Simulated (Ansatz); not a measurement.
# PbO: the order of phases at one pressure, part 1 of 2

Aim: bring PbO in several structures (CsCl, zincblende, NiAs, WC) to one pressure and rank them by enthalpy. The pressure is set by scaling the first phase. Methods of the runs shown: PAW.

Computed with Ansatz 0.2.0 (DFT, r2SCAN, PAW with Ansatz's default frozen-core files, scalar-relativistic, unless a step's input says otherwise).

**1. Starting point**

The structure is cubic, space group Pm-3m (No. 221). Conventional cell: a = 3.271 Å, b = 3.271 Å, c = 3.271 Å, α = 90.00°, β = 90.00°, γ = 90.00°. Around Pb (site symmetry m-3m) lie 8 O at 2.83 Å. O (site symmetry m-3m) has 8 Pb at 2.83 Å as nearest neighbours.

Coordinates:

```
Pb O
1.0
     3.27131    0.00000    0.00000
     0.00000    3.27131    0.00000
     0.00000    0.00000    3.27131
Pb O
1 1
Direct
  0.00000 0.00000 0.00000
  0.50000 0.50000 0.50000
```

Atoms are numbered in the order of the input: Pb1, O2.

**2. Cell relaxed at zero pressure, PAW**

The input, input.yaml:

```yaml
crystal:
  lattice:
    - [3.2713116536, 0.0, 0.0]
    - [0.0, 3.2713116536, 0.0]
    - [0.0, 0.0, 3.2713116536]
  atoms:
    - { symbol: Pb, position: [0.0, 0.0, 0.0] }
    - { symbol: O, position: [0.5, 0.5, 0.5] }
kpoints:
  mp_grid: { grid: [13, 13, 13] }
scf:
  occupations: { method: fermi_dirac, width: 0.08 }
hamiltonian:
  xc: r2scan
  pseudopotentials: { kind: paw }
output:
  forces: true
  stress: true
relax:
  f_tol: 0.005
  max_steps: 40
  cell: {}
```

Run with:

```sh
$ ansatz run input.yaml --threads 2 --pin off --max-ram 5120MiB --backend cpu --events-out ev --progress --plain --runs-dir out
```

Log, shortened:

```text
[...]
Pseudopotentials: kind: paw
Pseudopotential: Pb, paw, valence charge 14, recommended cutoff 500 eV (meta_gga)
Pseudopotential: O, paw, valence charge 6, recommended cutoff 500 eV (meta_gga)
Functional definition: r2SCAN
[...]
Crystal: 2 atoms, lattice volume = 35.008 Å³
Basis set: ecut = 500 eV, 895 PW (Γ), exchange–correlation on 96×96×96 points (64 copies of the dense FFT grid, shifted against one another)
Bands: 14, of which v1, the nominal top of the filled ones, is band 10 counted from 1 (9 counted from 0)
Symmetry: 48 space group operations
Space group: Pm-3m (ITA 221), of the structure as read, at distance tolerance 3.3e-5 Å
k-points: 84 of 2197
[...]
SCF iter   1: F=—  HF=-12488.137135 eV  |F-HF|=—  |Δ(HF+E_count)|=         —  Δρ=1.55e-2  dr2=1.17e-1  dr2_τ=3.62e-2  ethr=1.77e-3  ⟨swp⟩=5.7  Hψ=6826  notcnv=0
[...]
relax step   1: F+E_penalty+E_count = -12488.13190410 eV  Δ(F+E_penalty+E_count) = +0.000e0 eV  max|allowed force component| = 6.087e-29 eV/Å  Δτ_max = 0.0000 Å  P = -7.448 GPa  Ω = 35.008 Å³  (7 SCF iters, dr2 threshold 1.00e-7 eV, accepted)
[...]
relax step   2: F+E_penalty+E_count = -12488.15791968 eV  Δ(F+E_penalty+E_count) = -2.602e-2 eV  max|allowed force component| = 1.167e-30 eV/Å  Δτ_max = 0.0000 Å  P = +7.990 GPa  Ω = 30.134 Å³  energy of the carried Pulay correction = +8.525e-4 eV  (7 SCF iters, dr2 threshold 2.00e-7 eV, accepted)
[...]
relax step   3: F+E_penalty+E_count = -12488.20346268 eV  Δ(F+E_penalty+E_count) = -4.554e-2 eV  max|allowed force component| = 6.574e-31 eV/Å  Δτ_max = 0.0000 Å  P = -1.070 GPa  Ω = 32.474 Å³  energy of the carried Pulay correction = +4.278e-4 eV  (7 SCF iters, dr2 threshold 2.00e-7 eV, accepted)
[...]
SCF iter   1: F=—  HF=-12488.202926 eV  |F-HF|=—  |Δ(HF+E_count)|=         —  Δρ=3.31e-4  dr2=2.30e-5  dr2_τ=8.25e-4  ethr=2.21e-7  ⟨swp⟩=2.6  Hψ=8317  notcnv=0
```

**3. The log goes on: cell relaxed at zero pressure**

The log, continued, shortened:

```text
[...]
SCF iter   2: F=—  HF=-12488.204626 eV  |F-HF|=—  |Δ(HF+E_count)|=   1.70e-3  Δρ=3.57e-4  dr2=4.83e-5  dr2_τ=2.17e-6  ethr=1.15e-7  ⟨swp⟩=2.0  Hψ=2020  notcnv=0
[...]
relax step   4: F+E_penalty+E_count = -12488.20462061 eV  Δ(F+E_penalty+E_count) = -1.158e-3 eV  max|allowed force component| = 5.177e-31 eV/Å  Δτ_max = 0.0000 Å  P = -0.124 GPa  Ω = 32.179 Å³  energy of the carried Pulay correction = +4.797e-4 eV  (5 SCF iters, dr2 threshold 2.00e-7 eV, accepted)
[...]
relax step   5: F+E_penalty+E_count = -12488.20464159 eV  Δ(F+E_penalty+E_count) = -2.099e-5 eV  max|allowed force component| = 1.019e-30 eV/Å  Δτ_max = 0.0000 Å  P = -0.002 GPa  Ω = 32.142 Å³  energy of the carried Pulay correction = +4.862e-4 eV  (4 SCF iters, dr2 threshold 3.82e-8 eV, accepted)
[...]
Fermi energy:    11.678581 eV
[...]
--- Forces (eV/Å), atoms counted from 1 ---
  atom   1  Pb    -0.00000000    -0.00000000    -0.00000000
  atom   2  O      0.00000000     0.00000000    -0.00000000
[...]
--- Stress (GPa, compression-positive) ---
        0.010181      -0.000000       0.000000
       -0.000000       0.010181      -0.000000
        0.000000      -0.000000       0.010181
  P = ⅓ Tr σ = 0.0102 GPa (0.102 kbar)
--- Relaxed structure (5 steps of the walk, 5 accepted, 1 SCFs on fresh bases) ---
  F+E_penalty+E_count = -12488.20405547 eV   max|allowed force component| = 2.843e-30 eV/Å   (the final SCF, on the basis selected at the relaxed cell)
  cell:  # Å, volume = 32.1419 Å³
    - [3.1794886960112816, -9.669773262444244e-34, 5.175936725540696e-34]
    - [-1.4163609799347794e-33, 3.1794886960112816, 1.9259299443872356e-34]
    - [4.5339600774116175e-34, 6.419766481290786e-35, 3.1794886960112816]
  atoms:
    - { symbol: Pb, position: [6.279821342464486e-34, -4.18320134696201e-49, -3.1399106712321775e-34] }
    - { symbol: O, position: [0.5, 0.5, 0.5] }
```

Run time: 12 s. Hardware: 2 threads of Arm Neoverse V2, shared host; peak memory 0.41 GiB.

The steps of the relaxation:

```
step  energy from step 1 (eV/cell)  largest force component (eV/Å)  pressure (GPa)  volume (Å³)
   1                        0.0000                          0.0000           -7.45        35.01
   2                       -0.0260                          0.0000            7.99        30.13
   3                       -0.0716                          0.0000           -1.07        32.47
   4                       -0.0727                          0.0000           -0.12        32.18
   5                       -0.0727                          0.0000            0.00        32.14
   6                       -0.0722                          0.0000            0.01        32.14
```

Step 1 is the start. Step 6 repeats the geometry before on a plane-wave basis chosen anew for that cell, so the energy can jump there without any move; the table keeps such jumps.

| input's cell | before | after | change |
| --- | --- | --- | --- |
| a (Å) | 3.271 | 3.179 | -2.8 % |
| b (Å) | 3.271 | 3.179 | -2.8 % |
| c (Å) | 3.271 | 3.179 | -2.8 % |
| volume (Å³/atom) | 17.50 | 16.07 | -8.2 % |

**4. Volume scaled by 0.799, to set the pressure, PAW**

Changes to input.yaml since step 2:

```diff
@@ -2,5 +2,5 @@
   lattice:
-    - [3.2713116536, 0.0, 0.0]
-    - [0.0, 3.2713116536, 0.0]
-    - [0.0, 0.0, 3.2713116536]
+    - [2.9503455096, 0.0, 0.0]
+    - [0.0, 2.9503455096, 0.0]
+    - [0.0, 0.0, 2.9503455096]
   atoms:
@@ -18,5 +18,2 @@
   stress: true
-relax:
-  f_tol: 0.005
-  max_steps: 40
-  cell: {}
+  eigenvalues: true
```

Run with:

```sh
$ ansatz run input.yaml --threads 2 --pin off --max-ram 5120MiB --backend cpu --events-out ev --progress --plain --runs-dir out
```

Log, shortened:

```text
[...]
[... 4 set-up lines as earlier in the session ...]
[...]
Crystal: 2 atoms, lattice volume = 25.681 Å³
Basis set: ecut = 500 eV, 619 PW (Γ), exchange–correlation on 96×96×96 points (64 copies of the dense FFT grid, shifted against one another)
Bands: 14, of which v1, the nominal top of the filled ones, is band 10 counted from 1 (9 counted from 0)
[... 1 set-up line as earlier in the session ...]
Space group: Pm-3m (ITA 221), of the structure as read, at distance tolerance 3.0e-5 Å
k-points: 84 of 2197
[...]
SCF iter   1: F=—  HF=-12487.485219 eV  |F-HF|=—  |Δ(HF+E_count)|=         —  Δρ=1.73e-2  dr2=8.95e-2  dr2_τ=6.54e-2  ethr=1.77e-3  ⟨swp⟩=6.0  Hψ=7169  notcnv=0
[...]
SCF iter   7: F=-12487.543814 eV  HF=-12487.543814 eV  |F-HF|=4.60e-10  |Δ(HF+E_count)|=   9.01e-8  Δρ=3.09e-6  dr2=1.16e-9  dr2_τ=1.37e-10  ethr=5.00e-10  ⟨swp⟩=7.1  Hψ=6046  notcnv=0
[...]
SCF converged after 7 iterations
Free energy (F): -12487.543814 eV
[...]
E sigma→0 (E₀):  -12487.543649 eV
Entropy (-TS):   -0.000331 eV (-0.165 meV/atom)
Fermi energy:    16.298937 eV
[...]
--- Forces (eV/Å), atoms counted from 1 ---
  atom   1  Pb    -0.00000000     0.00000000     0.00000000
  atom   2  O      0.00000000     0.00000000     0.00000000
[...]
--- Stress (GPa, compression-positive) ---
       40.465052       0.000000       0.000000
       -0.000000      40.465052       0.000000
        0.000000       0.000000      40.465052
  P = ⅓ Tr σ = 40.4651 GPa (404.651 kbar)
--- Band table (eV; the first three rows and the last of 84) ---
  k-point 0: bands = ["-4.5471", "-2.4795", "-2.4795", "-1.2002", "-1.2002", "-1.2002", "7.2102", "12.7366", "12.7366", "12.7366", "26.9637", "26.9637", "26.9637", "27.0274"]
[...]
```

Run time: 2.4 s. Hardware: 2 threads of Arm Neoverse V2, shared host; peak memory 0.37 GiB.

Read from it: pressure 40.47 GPa; gap on the k mesh 0.65 eV (an odd mesh misses the zone boundary).

**5. CsCl relaxed under pressure, PAW**

Changes to input.yaml since step 4:

```diff
@@ -2,5 +2,5 @@
   lattice:
-    - [2.9503455096, 0.0, 0.0]
-    - [0.0, 2.9503455096, 0.0]
-    - [0.0, 0.0, 2.9503455096]
+    - [2.9050983971, 0.0, 0.0]
+    - [0.0, 2.9050983971, 0.0]
+    - [0.0, 0.0, 2.9050983971]
   atoms:
@@ -19 +19,5 @@
   eigenvalues: true
+relax:
+  f_tol: 0.005
+  max_steps: 40
+  cell: { p_target: 40.0, stress_tol: 0.03 }
```

Run with:

```sh
$ ansatz run input.yaml --threads 2 --pin off --max-ram 5120MiB --backend cpu --events-out ev --progress --plain --runs-dir out
```

Log, shortened:

```text
[...]
[... 4 set-up lines as earlier in the session ...]
[...]
Crystal: 2 atoms, lattice volume = 24.518 Å³
Basis set: ecut = 500 eV, 619 PW (Γ), exchange–correlation on 96×96×96 points (64 copies of the dense FFT grid, shifted against one another)
Bands: 14, of which v1, the nominal top of the filled ones, is band 10 counted from 1 (9 counted from 0)
[... 1 set-up line as earlier in the session ...]
Space group: Pm-3m (ITA 221), of the structure as read, at distance tolerance 2.9e-5 Å
k-points: 84 of 2197
[...]
SCF iter   1: F=—  HF=-12487.129247 eV  |F-HF|=—  |Δ(HF+E_count)|=         —  Δρ=1.81e-2  dr2=9.31e-2  dr2_τ=7.51e-2  ethr=1.77e-3  ⟨swp⟩=6.0  Hψ=7229  notcnv=0
[...]
relax step   1: F+E_penalty+E_count = -12487.20120996 eV  Δ(F+E_penalty+E_count) = +0.000e0 eV  max|allowed force component| = 2.199e-29 eV/Å  Δτ_max = 0.0000 Å  P = +54.403 GPa  Ω = 24.518 Å³  (7 SCF iters, dr2 threshold 1.00e-7 eV, accepted)
[...]
relax step   3: F+E_penalty+E_count = -12487.59217858 eV  Δ(F+E_penalty+E_count) = -3.910e-1 eV  max|allowed force component| = 1.249e-29 eV/Å  Δτ_max = 0.0000 Å  P = +38.401 GPa  Ω = 25.880 Å³  energy of the carried Pulay correction = -5.894e-4 eV  (10 SCF iters, accepted)
[...]
relax step   4: F+E_penalty+E_count = -12487.55526972 eV  Δ(F+E_penalty+E_count) = +3.691e-2 eV  max|allowed force component| = 2.630e-30 eV/Å  Δτ_max = 0.0000 Å  P = +39.981 GPa  Ω = 25.729 Å³  energy of the carried Pulay correction = -5.256e-4 eV  (5 SCF iters, dr2 threshold 2.00e-7 eV, accepted)
[...]
```

**6. The output, continued: CsCl relaxed under pressure, PAW files**

Output, continued, shortened:

```text
SCF iter   1: F=—  HF=-12487.555630 eV  |F-HF|=—  |Δ(HF+E_count)|=         —  Δρ=2.34e-4  dr2=5.36e-7  dr2_τ=1.50e-6  ethr=8.76e-8  ⟨swp⟩=3.6  Hψ=10860  notcnv=0
[...]
relax step   5: F+E_penalty+E_count = -12487.55570273 eV  Δ(F+E_penalty+E_count) = -4.330e-4 eV  max|allowed force component| = 3.468e-30 eV/Å  Δτ_max = 0.0000 Å  P = +39.960 GPa  Ω = 25.729 Å³  stress off target by 3.96e-2 GPa  SCF on the basis re-selected at this cell (its energy is not [...]
relax step   6: F+E_penalty+E_count = -12487.55476459 eV  Δ(F+E_penalty+E_count) = +9.381e-4 eV  max|allowed force component| = 1.052e-30 eV/Å  Δτ_max = 0.0000 Å  P = +40.001 GPa  Ω = 25.725 Å³  energy of the carried Pulay correction = +1.363e-6 eV  (2 SCF iters, dr2 threshold 3.92e-9 eV, accepted)
[...]
       40.000374       0.000000       0.000000
        0.000000      40.000374      -0.000000
        0.000000      -0.000000      40.000374
  P = ⅓ Tr σ = 40.0004 GPa (400.004 kbar)
--- Band table (eV; the first three rows and the last of 84) ---
  k-point 0: bands = ["-4.5664", "-2.5101", "-2.5101", "-1.2363", "-1.2363", "-1.2363", "7.1718", "12.7087", "12.7087", "12.7087", "26.9095", "26.9095", "26.9095", "26.9835"]
[...]
--- Relaxed structure (5 steps of the walk, 4 accepted, 2 SCFs on fresh bases) ---
  F+E_penalty+E_count = -12487.55476321 eV   max|allowed force component| = 1.594e-30 eV/Å   (the final SCF, on the basis selected at the relaxed cell)
  cell:  # Å, volume = 25.7250 Å³
    - [2.9520153050120066, 2.081408663855997e-34, 3.3753928452411705e-34]
    - [2.081408663855997e-34, 2.9520153050120066, -6.419766481290786e-35]
    - [2.091439548983014e-34, -6.419766481290786e-35, 2.9520153050120066]
  atoms:
    - { symbol: Pb, position: [-1.8842122978461012e-47, -6.280707659487003e-49, -6.280707659487003e-49] }
    - { symbol: O, position: [0.5, 0.5, 0.5] }
```

Wall time 16 s (2 threads of Arm Neoverse V2, shared host); peak memory 0.39 GiB.

Relaxation path:

```
step  energy from step 1 (eV/cell)  largest force component (eV/Å)  pressure (GPa)  volume (Å³)
   1                        0.0000                          0.0000           54.40        24.52
  2x                       -0.7743                          0.0000           20.15        28.03
   3                       -0.3910                          0.0000           38.40        25.88
   4                       -0.3541                          0.0000           39.98        25.73
   5                       -0.3545                          0.0000           39.96        25.73
   6                       -0.3536                          0.0000           40.00        25.73
   7                       -0.3536                          0.0000           40.00        25.73
```

Step 1 is the start. Steps 5, 7 repeat the geometry before on a plane-wave basis chosen anew for that cell, so the energy can jump there without any move; the table keeps such jumps. 1 step was tried and not accepted (marked x).

| input's cell | before | after | change |
| --- | --- | --- | --- |
| a (Å) | 2.905 | 2.952 | +1.6 % |
| b (Å) | 2.905 | 2.952 | +1.6 % |
| c (Å) | 2.905 | 2.952 | +1.6 % |
| volume (Å³/atom) | 12.26 | 12.86 | +4.9 % |

Result: pressure 40.00 GPa; gap on the k mesh 0.65 eV (an odd mesh misses the zone boundary).

**7. Zincblende relaxed under pressure, PAW**

The input, input.yaml:

```yaml
crystal:
  lattice:
    - [0.0, 2.4343044969, 2.4343044969]
    - [2.4343044969, 0.0, 2.4343044969]
    - [2.4343044969, 2.4343044969, 0.0]
  atoms:
    - { symbol: Pb, position: [0.0, 0.0, 0.0] }
    - { symbol: O, position: [0.25, 0.25, 0.25] }
kpoints:
  mp_grid: { grid: [14, 14, 14] }
scf:
  occupations: { method: fermi_dirac, width: 0.08 }
hamiltonian:
  xc: r2scan
  pseudopotentials: { kind: paw }
output:
  forces: true
  stress: true
  eigenvalues: true
relax:
  f_tol: 0.005
  max_steps: 40
  cell: { p_target: 40.0, stress_tol: 0.03 }
```

Run with:

```sh
$ ansatz run input.yaml --threads 2 --pin off --max-ram 5120MiB --backend cpu --events-out ev --progress --plain --runs-dir out
```

Log, shortened:

```text
[...]
[... 4 set-up lines as earlier in the session ...]
[...]
Crystal: 2 atoms, lattice volume = 28.851 Å³
Basis set: ecut = 500 eV, 725 PW (Γ), exchange–correlation on 108×108×108 points (64 copies of the dense FFT grid, shifted against one another)
Bands: 14, of which v1, the nominal top of the filled ones, is band 10 counted from 1 (9 counted from 0)
Symmetry: 24 space group operations
Space group: F-43m (ITA 216), of the structure as read, at distance tolerance 3.1e-5 Å
k-points: 104 of 2744 (time reversal used)
[...]
SCF iter   1: F=—  HF=-12486.399258 eV  |F-HF|=—  |Δ(HF+E_count)|=         —  Δρ=1.06e-2  dr2=2.78e-2  dr2_τ=1.10e-1  ethr=1.77e-3  ⟨swp⟩=6.0  Hψ=8710  notcnv=0
[...]
relax step   1: F+E_penalty+E_count = -12486.46446032 eV  Δ(F+E_penalty+E_count) = +0.000e0 eV  max|allowed force component| = 9.252e-16 eV/Å  Δτ_max = 0.0000 Å  P = +68.353 GPa  Ω = 28.851 Å³  (7 SCF iters, dr2 threshold 1.00e-7 eV, accepted)
[...]
relax step   2: F+E_penalty+E_count = -12487.82828246 eV  Δ(F+E_penalty+E_count) = -1.364e0 eV  max|allowed force component| = 1.166e-15 eV/Å  Δτ_max = 0.0000 Å  P = +33.877 GPa  Ω = 33.279 Å³  energy of the carried Pulay correction = -1.584e-3 eV  (9 SCF iters, dr2 threshold 2.00e-7 eV, accepted)
[...]
relax step   3: F+E_penalty+E_count = -12487.62747510 eV  Δ(F+E_penalty+E_count) = +2.008e-1 eV  max|allowed force component| = 8.697e-16 eV/Å  Δτ_max = 0.0000 Å  P = +39.222 GPa  Ω = 32.396 Å³  energy of the carried Pulay correction = -1.286e-3 eV  (8 SCF iters, dr2 threshold 2.00e-7 eV, accepted)
[...]
SCF iter   1: F=—  HF=-12487.596374 eV  |F-HF|=—  |Δ(HF+E_count)|=         —  Δρ=2.85e-4  dr2=1.72e-5  dr2_τ=1.89e-4  ethr=8.41e-8  ⟨swp⟩=3.0  Hψ=10175  notcnv=0
[...]
```

**8. The log goes on: zincblende relaxed under pressure, PAW files**

The log, continued, shortened:

```text
SCF iter   2: F=—  HF=-12487.596723 eV  |F-HF|=—  |Δ(HF+E_count)|=   3.49e-4  Δρ=2.15e-4  dr2=1.26e-5  dr2_τ=3.23e-7  ethr=8.41e-8  ⟨swp⟩=2.0  Hψ=2508  notcnv=0
[...]
relax step   4: F+E_penalty+E_count = -12487.59672255 eV  Δ(F+E_penalty+E_count) = +3.075e-2 eV  max|allowed force component| = 1.166e-15 eV/Å  Δτ_max = 0.0000 Å  P = +40.027 GPa  Ω = 32.272 Å³  energy of the carried Pulay correction = -1.243e-3 eV  (6 SCF iters, dr2 threshold 2.00e-7 eV, accepted)
[...]
relax step   5: F+E_penalty+E_count = -12487.59777294 eV  Δ(F+E_penalty+E_count) = -1.050e-3 eV  max|allowed force component| = 1.092e-15 eV/Å  Δτ_max = 0.0000 Å  P = +40.023 GPa  Ω = 32.272 Å³  stress off target by 2.29e-2 GPa  SCF on the basis re-selected at this cell (its energy is not [...]
SCF converged after 8 iterations
Free energy (F): -12487.597773 eV
[...]
E sigma→0 (E₀):  -12487.594942 eV
[...]
       -0.000000      40.022886      -0.000000
       -0.000000      -0.000000      40.022886
  P = ⅓ Tr σ = 40.0229 GPa (400.229 kbar)
--- Band table (eV; the first three rows and the last of 104) ---
  k-point 0: bands = ["-9.0090", "-5.1663", "-5.1663", "-5.1663", "-4.8023", "-4.8023", "5.4479", "8.7480", "8.7480", "8.7480", "19.2805", "19.2805", "19.2805", "23.4941"]
[...]
--- Relaxed structure (4 steps of the walk, 4 accepted, 1 SCFs on fresh bases) ---
  F+E_penalty+E_count = -12487.59777294 eV   max|allowed force component| = 1.092e-15 eV/Å   (the final SCF, on the basis selected at the relaxed cell)
  cell:  # Å, volume = 32.2717 Å³
    - [2.624116596941229e-33, 2.5269544191957265, 2.5269544191957265]
    - [2.5269544191957265, -2.4508739478227786e-32, 2.5269544191957265]
    - [2.5269544191957265, 2.5269544191957265, -1.4853009475890644e-32]
  atoms:
    - { symbol: Pb, position: [5.1887060834109336e-33, -5.109589853422456e-33, -4.1733811318921485e-33] }
    - { symbol: O, position: [0.24999999999999997, 0.24999999999999997, 0.24999999999999997] }
```

Run time: 30 s. Hardware: 2 threads of Arm Neoverse V2, shared host; peak memory 0.45 GiB.

The steps of the relaxation:

```
step  energy from step 1 (eV/cell)  largest force component (eV/Å)  pressure (GPa)  volume (Å³)
   1                        0.0000                          0.0000           68.35        28.85
   2                       -1.3638                          0.0000           33.88        33.28
   3                       -1.1630                          0.0000           39.22        32.40
   4                       -1.1323                          0.0000           40.03        32.27
   5                       -1.1333                          0.0000           40.02        32.27
```

Step 1 is the start. Step 5 repeats the geometry before on a plane-wave basis chosen anew for that cell, so the energy can jump there without any move; the table keeps such jumps.

| input's cell | before | after | change |
| --- | --- | --- | --- |
| a (Å) | 3.443 | 3.574 | +3.8 % |
| b (Å) | 3.443 | 3.574 | +3.8 % |
| c (Å) | 3.443 | 3.574 | +3.8 % |
| volume (Å³/atom) | 14.43 | 16.14 | +11.9 % |

Read from it: pressure 40.02 GPa; no gap.

**9. NiAs relaxed under pressure, PAW**

The input, input.yaml:

```yaml
crystal:
  lattice:
    - [3.3697325549, 0.0, 0.0]
    - [-1.6848662775, 2.9182739965, 0.0]
    - [0.0, 0.0, 5.2230854601]
  atoms:
    - { symbol: Pb, position: [0.0, 0.0, 0.0] }
    - { symbol: Pb, position: [0.0, 0.0, 0.5] }
    - { symbol: O, position: [0.3333333333, 0.6666666667, 0.25] }
    - { symbol: O, position: [0.6666666667, 0.3333333333, 0.75] }
kpoints:
  mp_grid: { grid: [9, 9, 5] }
scf:
  occupations: { method: fermi_dirac, width: 0.08 }
hamiltonian:
  xc: r2scan
  pseudopotentials: { kind: paw }
output:
  forces: true
  stress: true
  eigenvalues: true
  write_density: true
  write_potential: true
  elf: true
  volumetric_format: npy
relax:
  f_tol: 0.005
  max_steps: 40
  cell: { p_target: 40.0, stress_tol: 0.03 }
```

Run with:

```sh
$ ansatz run input.yaml --threads 2 --pin off --max-ram 5120MiB --backend cpu --events-out ev --progress --plain --runs-dir out
```

Log, shortened:

```text
[...]
[... 4 set-up lines as earlier in the session ...]
[...]
Crystal: 4 atoms, lattice volume = 51.363 Å³
Basis set: ecut = 500 eV, 1315 PW (Γ), exchange–correlation on 100×100×160 points (64 copies of the dense FFT grid, shifted against one another)
Bands: 24, of which v1, the nominal top of the filled ones, is band 20 counted from 1 (19 counted from 0)
[... 1 set-up line as earlier in the session ...]
Space group: P63/mmc (ITA 194), of the structure as read, at distance tolerance 3.7e-5 Å
k-points: 36 of 405
[...]
SCF iter   1: F=—  HF=-24973.068545 eV  |F-HF|=—  |Δ(HF+E_count)|=         —  Δρ=1.10e-2  dr2=5.19e-2  dr2_τ=1.56e-1  ethr=1.77e-3  ⟨swp⟩=7.9  Hψ=4538  notcnv=0
[...]
relax step   1: F+E_penalty+E_count = -24973.23208601 eV  Δ(F+E_penalty+E_count) = +0.000e0 eV  max|allowed force component| = 5.274e-16 eV/Å  Δτ_max = 0.0000 Å  P = +74.547 GPa  Ω = 51.363 Å³  (7 SCF iters, dr2 threshold 1.00e-7 eV, accepted)
[...]
relax step   5: F+E_penalty+E_count = -24975.60719326 eV  Δ(F+E_penalty+E_count) = +1.058e-1 eV  max|allowed force component| = 2.220e-16 eV/Å  Δτ_max = 0.0000 Å  P = +41.002 GPa  Ω = 55.003 Å³  energy of the carried Pulay correction = -1.831e-3 eV  (8 SCF iters, dr2 threshold 4.00e-7 eV, accepted)
[...]
relax step   6: F+E_penalty+E_count = -24975.59203433 eV  Δ(F+E_penalty+E_count) = +1.516e-2 eV  max|allowed force component| = 1.110e-16 eV/Å  Δτ_max = 0.0000 Å  P = +39.969 GPa  Ω = 54.918 Å³  energy of the carried Pulay correction = -1.780e-3 eV  (6 SCF iters, dr2 threshold 4.00e-7 eV, accepted)
[...]
```

(Continued in part 2 of 2.)
